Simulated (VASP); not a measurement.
# HfB (R-3m) in VASP: further runs

The runs below take HfB through single point, with LDA.

Everything below comes from runs of VASP 6.6.1. Logs are shortened: lines on timing, memory, paths and dates and some standing lists are left out, and cuts for length are marked.

### Step 1. The structure

The structure is trigonal, space group R-3m (No. 166). The conventional cell has a = 2.593 Å, b = 2.593 Å, c = 12.703 Å, α = 90.00°, β = 90.00°, γ = 120.00°. Hf (site symmetry -3m) has 6 Hf at 2.59 Å and 6 B at 2.59 Å as nearest neighbours. Around B (site symmetry -3m) lie 6 Hf at 2.59 Å and 6 B at 2.59 Å.

### Step 2. Single point, LDA

INCAR reads:

```
SYSTEM = HfB
ALGO     = Fast           ! electronic algorithm
EDIFF    = 1E-7           ! SCF threshold, eV
ENCUT    = 520            ! plane-wave cutoff, eV
ISIF     = 2              ! what is computed and relaxed
ISMEAR   = 0              ! smearing method
LASPH    = .TRUE.         ! aspherical terms in the spheres
LCHARG   = .FALSE.        ! write CHGCAR
LREAL    = .FALSE.        ! projectors in reciprocal space
LWAVE    = .FALSE.        ! write WAVECAR
NBANDS   = 14             ! bands
NELM     = 100            ! most SCF steps
PREC     = Accurate       ! precision mode
SIGMA    = 0.15           ! smearing width, eV
```

KPOINTS reads:

```
k-points
0
G
  20 20 20
  0 0 0
```

POSCAR reads:

```
HfB
1.0
    1.2222988100      3.0557470250      3.0557470250
    3.0557470250      1.2222988100      3.0557470250
    3.0557470250      3.0557470250      1.2222988100
Hf B
1 1
Direct
    0.5000000000      0.5000000000      0.5000000000
    0.0000000000      0.0000000000      0.0000000000
```

Potentials or basis: VASP PAW LDA potentials, release 64 (Hf_pv, B).

On the command line:

```console
cat potpaw_LDA.64/Hf_pv/POTCAR potpaw_LDA.64/B/POTCAR > POTCAR
mpirun -np 1 vasp_std > vasp.out
```

OUTCAR:

```text
SYSTEM = HfB
   EDIFF = 1E-7
   ENCUT = 520
   ISIF = 2
   ISMEAR = 0
   LASPH = .TRUE.
   LREAL = .FALSE.
   NELM = 100
   PREC = Accurate

 ion  position               nearest neighbor table
   1  0.500  0.500  0.500-   2 2.59   2 2.59   2 2.59   2 2.59   2 2.59   2 2.59
   2  0.000  0.000  0.000-   1 2.59   1 2.59   1 2.59   1 2.59   1 2.59   1 2.59

  LATTYP: Found a trigonal (rhomboedric) cell.
 ALAT       =     4.4910125966
 COS(alpha) =     0.8333333333

  Lattice vectors:

 A1 = (   1.2222988100,   3.0557470250,   3.0557470250)
 A2 = (   3.0557470250,   1.2222988100,   3.0557470250)
 A3 = (   3.0557470250,   3.0557470250,   1.2222988100)

Analysis of symmetry for initial positions (statically):
=====================================================================
 Subroutine PRICEL returns:
 Original cell was already a primitive cell.

 Routine SETGRP: Setting up the symmetry group for a
 trigonal (rhombohedral) supercell.

 Subroutine GETGRP returns: Found 12 space group operations
 (whereof 12 operations were pure point group operations)
 out of a pool of 12 trial point group operations.

The static configuration has the point symmetry D_3d.

Analysis of symmetry for dynamics (positions and initial velocities):
=====================================================================
 Subroutine PRICEL returns:
 Original cell was already a primitive cell.

 Routine SETGRP: Setting up the symmetry group for a
 trigonal (rhombohedral) supercell.

 Subroutine GETGRP returns: Found 12 space group operations
 (whereof 12 operations were pure point group operations)
 out of a pool of 12 trial point group operations.

The dynamic configuration has the point symmetry D_3d.

 Subroutine INISYM returns: Found 12 space group operations
 (whereof 12 operations are pure point group operations),
 and found     1 'primitive' translations

----------------------------------------------------------------------------------------

                                     Primitive cell

  volume of cell :      24.6528

  direct lattice vectors                    reciprocal lattice vectors
     1.222298810  3.055747025  3.055747025    -0.318161881  0.227258487  0.227258487
     3.055747025  1.222298810  3.055747025     0.227258487 -0.318161881  0.227258487
     3.055747025  3.055747025  1.222298810     0.227258487  0.227258487 -0.318161881

  length of vectors
     4.491012597  4.491012597  4.491012597     0.452238678  0.452238678  0.452238678

  position of ions in fractional coordinates (direct lattice)
     0.500000000  0.500000000  0.500000000
     0.000000000  0.000000000  0.000000000

  ion indices of the primitive-cell ions
   primitive index   ion index
                 1           1
                 2           2

----------------------------------------------------------------------------------------

 KPOINTS: k-points

Automatic generation of k-mesh.
 Grid dimensions read from file:
 generate k-points for:   20   20   20

 Generating k-lattice:

  Cartesian coordinates                     Fractional coordinates (reciprocal lattice)
    -0.015908094  0.011362924  0.011362924     0.050000000  0.000000000  0.000000000
     0.011362924 -0.015908094  0.011362924     0.000000000  0.050000000  0.000000000
     0.011362924  0.011362924 -0.015908094     0.000000000  0.000000000  0.050000000

  Length of vectors
     0.022611934  0.022611934  0.022611934

  Shift w.r.t. Gamma in fractional coordinates (k-lattice)
     0.000000000  0.000000000  0.000000000

 Subroutine IBZKPT returns following result:
 ===========================================

 Found    781 irreducible k-points:

 Following reciprocal coordinates:
            Coordinates               Weight
  0.000000  0.000000  0.000000      1.000000
  0.050000  0.000000 -0.000000      6.000000
  0.100000  0.000000  0.000000      6.000000
  0.150000 -0.000000  0.000000      6.000000
  0.200000  0.000000  0.000000      6.000000
  0.250000  0.000000  0.000000      6.000000
[... 16 lines left out ...]
 -0.400000  0.050000  0.000000     12.000000
 -0.350000  0.050000 -0.000000     12.000000
 [... further k-points ...]
   k-points           NKPTS =    781   k-points in BZ     NKDIM =    781   number of bands    NBANDS=     14
   number of dos      NEDOS =    301   number of ions     NIONS =      2
   total plane-waves  NPLWV =  46656
   dimension x,y,z NGX =    36 NGY =   36 NGZ =   36
   dimension x,y,z NGXF=    72 NGYF=   72 NGZF=   72
   ions per type =               1   1
   NGX,Y,Z   is equivalent  to a cutoff of  13.33, 13.33, 13.33 a.u.
   NGXF,Y,Z  is equivalent  to a cutoff of  26.65, 26.65, 26.65 a.u.
 SYSTEM =  HfB
   PREC   = accura    normal or accurate (medium, high low for compatibility)
   ISTART =      0    job   : 0-new  1-cont  2-samecut
   ICHARG =      2    charge: 1-file 2-atom 10-const
   ISPIN  =      1    spin polarized calculation?
   LNONCOLLINEAR =      F non collinear calculations
   LSORBIT =      F    spin-orbit coupling
   LASPH  =      T    aspherical Exc in radial PAW
   ENCUT  =  520.0 eV  38.22 Ry    6.18 a.u.   8.35  8.35  8.35*2*pi/ulx,y,z
   NELM   =    100;   NELMIN=  2; NELMDL= -5     # of ELM steps
   EDIFF  = 0.1E-06   stopping-criterion for ELM
   LREAL  =      F    real-space projection
   EDIFFG = 0.1E-05   stopping-criterion for IOM
   NSW    =      0    number of steps for IOM
   IBRION =     -1    ionic relax: 0-MD 1-quasi-New 2-CG
   NFREE  =      0    steps in history (QN), initial steepest desc. (CG)
   ISIF   =      2    stress and relaxation
   ISYM   =      2    0-nonsym 1-usesym 2-fastsym
   POTIM  = 0.5000    time-step for ionic-motion
   TEBEG  =    0.0;   TEEND  =   0.0 temperature during run
   PSTRESS=    0.0 pullay stress
   NELECT =      13.0000    total number of electrons
   NUPDOWN=      -1.0000    fix difference up-down
   EMIN   =  10.00;   EMAX   =-10.00  energy-range for DOS
   EFERMI =   0.00;   METHOD = LEGACY
   ISMEAR =     0;   SIGMA  =   0.15  broadening in eV -4-tet -1-fermi 0-gaus
   EFERMI_NEDOS =   21; number of points for ismear=-14 and -15
   IALGO  =     68    algorithm
   IMIX   =      4    mixing-type and parameters
     AMIX     =   0.40;   BMIX     =  1.00
     AMIX_MAG =   1.60;   BMIX_MAG =  1.00
  volume/ion in A,a.u.               =      12.33        83.18
  Fermi-wavevector in a.u.,A,eV,Ry     =   1.322617  2.499383 23.800871  1.749315
  Thomas-Fermi vector in A             =   2.452285
   LORBIT       =      0    0 simple, 1 ext, 2 COOP (PROOUT), +10 PAW based schemes
   GGA     = CA    functional components
   LHFCALC =     F    Hartree Fock is set to
   AEXX    =    0.0000 exact exchange contribution
   IVDW    =     0    specifies the selected vdW correction
   LEPSILON=     F    determine dielectric tensor
   LRPA    =     F    only Hartree local field effects (RPA)
 non-spin polarized calculation
 RMM-DIIS sequential band-by-band and
 Gauss-broadening in eV      SIGMA  =   0.15
  energy-cutoff  :      520.00
  volume of cell :       24.65
 maximum number of plane-waves:       677
 NGX is ok and might be reduce to    36

 number of electron      13.0000000 magnetization

 Free energy of the ion-electron system (eV)
  ---------------------------------------------------
  ext. energy  EPLUGINS =         0.00000000
  ---------------------------------------------------
  free energy    TOTEN  =       -16.13992009 eV

  energy without entropy =      -16.13143301  energy(sigma->0) =      -16.13567655

 E-fermi :   6.2922     XC(G=0): -12.4613

 val. band max:        6.2833802601   @ k =  -0.2000   0.2000   0.0000
 cond. band min:       6.2933290456   @ k =  -0.4500   0.4000   0.3000
 fundamental gap:      0.0099487854
 Fermi energy:         6.2922221725

 k-point     1 :       0.0000    0.0000    0.0000
  band No.  band energies     occupation
      1     -23.6321      2.00000
      2     -21.8027      2.00000
      3     -21.8027      2.00000
      4      -4.4535      2.00000
      5       2.2317      2.00000
      6       4.6678      2.00000
      7       8.4968      0.00000
      8       8.4968      0.00000
      9      13.9135      0.00000
     10      13.9135      0.00000
     11      13.9278      0.00000
     12      13.9278      0.00000
     13      14.7179      0.00000
     14      20.4170      0.00000

 k-point     2 :       0.0500    0.0000   -0.0000
  band No.  band energies     occupation
      1     -23.6164      2.00000
      2     -21.9069      2.00000
      3     -21.8239      2.00000
      4      -4.3672      2.00000
      5       2.3987      2.00000
      6       4.6227      2.00000
      7       8.3093      0.00000
      8       8.6471      0.00000
      9      13.2560      0.00000
     10      13.2796      0.00000
     11      14.2478      0.00000
     12      14.5021      0.00000
     13      14.7512      0.00000
     14      20.7502      0.00000

 k-point     3 :       0.1000    0.0000    0.0000
  band No.  band energies     occupation
      1     -23.5708      2.00000
      2     -22.2017      2.00000
      3     -21.8850      2.00000
      4      -4.1167      2.00000
      5       2.8556      2.00000
      6       4.5034      2.00000
      7       7.8368      0.00000
      8       9.0938      0.00000
      9      12.4066      0.00000
     10      12.5536      0.00000
     11      14.2608      0.00000
     12      14.8777      0.00000
     13      14.9625      0.00000
     14      19.5457      0.00000
[... 324 lines left out ...]
 k-point    23 :      -0.4000    0.0500    0.0000
  band No.  band energies     occupation
      1     -25.1215      2.00000
      2     -22.9877      2.00000
      3     -22.6299      2.00000
      4       0.2164      2.00000
      5       1.9551      2.00000
      6       3.1125      2.00000
      7       5.0901      2.00000
      8       9.0187      0.00000
      9      12.8935      0.00000
     10      13.8964      0.00000
     11      15.2634      0.00000
     12      16.3459      0.00000
     13      17.1781      0.00000
     14      18.3843      0.00000

 k-point    24 :      -0.3500    0.0500   -0.0000
  band No.  band energies     occupation
      1     -24.8490      2.00000
      2     -23.0523      2.00000
      3     -22.5559      2.00000
      4      -0.6183      2.00000
      5       2.2346      2.00000
      6       3.5149      2.00000
      7       5.9065      1.99972
      8       9.3064      0.00000
      9      11.8063      0.00000
     10      13.8088      0.00000
     11      15.1399      0.00000
     12      15.7572      0.00000
     13      16.8678      0.00000
     14      18.0671      0.00000

 [... further k-points ...]
[... 5 lines left out ...]
  --------------------------------------------------------------------------------------
  -------------------------------------------------------------------------------------
  Total        3.2714562      3.2714562      3.2714562     -3.1605933     -3.1605933     -3.1605933
  in kB      212.6110103    212.6110103    212.6110103   -205.4060660   -205.4060660   -205.4060660
  external PRESSURE =     212.6110103 kB  Pullay stress =       0.0000000 kB

 VOLUME and BASIS-vectors are now :
 -----------------------------------------------------------------------------
  energy-cutoff  :      520.00
  volume of cell :       24.65
      direct lattice vectors                 reciprocal lattice vectors
     1.222298810  3.055747025  3.055747025    -0.318161881  0.227258487  0.227258487
     3.055747025  1.222298810  3.055747025     0.227258487 -0.318161881  0.227258487
     3.055747025  3.055747025  1.222298810     0.227258487  0.227258487 -0.318161881

 POSITION                                       TOTAL-FORCE (eV/Angst)
 -----------------------------------------------------------------------------------
      3.66690      3.66690      3.66690        -0.000000     -0.000000      0.000000
      0.00000      0.00000      0.00000         0.000000      0.000000     -0.000000
 -----------------------------------------------------------------------------------
    total drift:                                0.000000      0.000000      0.000000

  FREE ENERGIE OF THE ION-ELECTRON SYSTEM (eV)
  ---------------------------------------------------
  free  energy   TOTEN  =       -16.1399200950 eV

  energy  without entropy=      -16.1314330066  energy(sigma->0) =      -16.13567655
```

It took 8.9 min on 1 thread of Intel Xeon Platinum 8488C (Sapphire Rapids), shared host; peak memory 0.43 GiB.

What came out:

```yaml
Free_energy: -16.1399 eV
Pressure: 21.3 GPa
Band_gap_on_the_k_mesh: none (metal or under the smearing width)
```

Levels at points of the mesh, in eV from the Fermi level:
```csv
k point,band 4,band 5,band 6,band 7,band 8,band 9
"(0.00, 0.00, 0.00)",-10.75,-4.06,-1.62,2.20,2.20,7.62
"(0.50, 0.00, 0.00)",-5.41,-4.59,-3.53,-1.96,2.87,7.48
"(0.50, 0.50, 0.00)",-6.15,-3.84,-3.20,1.01,1.23,5.04
"(0.50, 0.50, 0.50)",-8.82,-6.78,-1.78,2.04,2.04,6.73
```

Caveat: so large a pressure means that the cell lies far from this level's equilibrium, or that cutoff or potentials fall short. Spin-orbit coupling is left out, which matters for the levels of Hf.

### Step 3. Single point, LDA

This run uses another cell than the first one, of the same volume but with other edges.

INCAR reads:

```
SYSTEM = HfB
ALGO = Fast
EDIFF = 1E-7
ENCUT = 520
ISIF = 2
ISMEAR = 0
LASPH = .TRUE.
LCHARG = .FALSE.
LREAL = .FALSE.
LWAVE = .FALSE.
NBANDS = 14
NELM = 100
PREC = Accurate
SIGMA = 0.15
```

KPOINTS is that of step 2.

POSCAR reads:

```
HfB
1.0
   -0.7303487585      2.0084590859      2.0084590859
    2.0084590859     -0.7303487585      2.0084590859
    2.0084590859      2.0084590859     -0.7303487585
Hf B
1 1
Direct
    0.5000000000      0.5000000000      0.5000000000
    0.0000000000      0.0000000000      0.0000000000
```

Potentials or basis: VASP PAW LDA potentials, release 64 (Hf_pv, B).

On the command line:

```console
cat potpaw_LDA.64/Hf_pv/POTCAR potpaw_LDA.64/B/POTCAR > POTCAR
mpirun -np 1 vasp_std > vasp.out
```

Wall time 1.8 min (1 thread of Intel Xeon Platinum 8488C (Sapphire Rapids), shared host); peak memory 0.36 GiB.

The run converged. Its results:

- Free energy: -18.1936 eV
- Pressure: 10.6 GPa
- Band gap on the k mesh: none (metal or under the smearing width)

Stress tensor (GPa, compression positive):
```
10.56  6.41  6.41
 6.41 10.56  6.41
 6.41  6.41 10.56
```

Levels at points of the mesh, in eV from the Fermi level:
```csv
k point,band 4,band 5,band 6,band 7,band 8,band 9
"(0.00, 0.00, 0.00)",-10.74,-1.62,-1.62,2.81,2.81,3.19
"(0.50, 0.00, 0.00)",-6.35,-6.02,-1.88,0.70,0.73,4.98
"(0.50, 0.50, 0.00)",-7.41,-2.09,-1.46,-0.94,3.09,3.42
"(0.50, 0.50, 0.50)",-5.44,-4.70,-4.70,-2.50,6.59,8.81
```

### Step 4. Single point, LDA

This run uses another cell than the first one, of the same volume but with other edges.

INCAR reads:

```
SYSTEM = HfB
PREC     = Accurate       ! precision mode
ENCUT    = 520            ! plane-wave cutoff, eV
EDIFF    = 1E-7           ! SCF threshold, eV
ISMEAR   = 0              ! smearing method
SIGMA    = 0.15           ! smearing width, eV
LREAL    = .FALSE.        ! projectors in reciprocal space
LASPH    = .TRUE.         ! aspherical terms in the spheres
NELM     = 100            ! most SCF steps
ALGO     = Fast           ! electronic algorithm
ISIF     = 2              ! what is computed and relaxed
LWAVE    = .FALSE.        ! write WAVECAR
LCHARG   = .TRUE.         ! write CHGCAR
GGA      = CA             ! functional
LELF     = .TRUE.         ! ELF
LVHAR    = .TRUE.       
NBANDS   = 14             ! bands
```

KPOINTS reads:

```
regular mesh
0
G
  20 20 20
  0 0 0
```

POSCAR reads:

```
HfB
1.0
   -0.2438591213      2.1947320921      2.1947320921
    2.1947320921     -0.2438591213      2.1947320921
    2.1947320921      2.1947320921     -0.2438591213
Hf B
1 1
Direct
    0.5000000000      0.5000000000      0.5000000000
    0.0000000000      0.0000000000      0.0000000000
```

On the command line:

```console
cat potpaw_LDA.64/Hf_pv/POTCAR potpaw_LDA.64/B/POTCAR > POTCAR
mpirun -np 1 vasp_std > vasp.out
```

It took 1.7 min on 1 thread of Intel Xeon Platinum 8488C (Sapphire Rapids), shared host; peak memory 0.37 GiB.

The run converged. Its results:

```
Free energy            : -18.7444 eV
Pressure               : 19.7 GPa
Band gap on the k mesh : none (metal or under the smearing width)
```

Stress tensor (GPa, compression positive):
```
19.66  4.28  4.28
 4.28 19.66  4.28
 4.28  4.28 19.66
```

Levels at points of the mesh, in eV from the Fermi level:
```tsv
k point	band 5	band 6	band 7	band 8	band 9	band 10
(0.00, 0.00, 0.00)	0.91	0.91	3.43	3.43	3.52	4.21
(0.50, 0.00, 0.00)	-4.45	-1.98	-0.21	4.64	5.18	8.69
(0.50, 0.50, 0.00)	-1.38	-1.14	1.47	2.98	5.51	6.41
(0.50, 0.50, 0.50)	-3.14	-2.60	-2.60	7.15	7.15	7.35
```

Caveat: so large a pressure means that the cell lies far from this level's equilibrium, or that cutoff or potentials fall short.
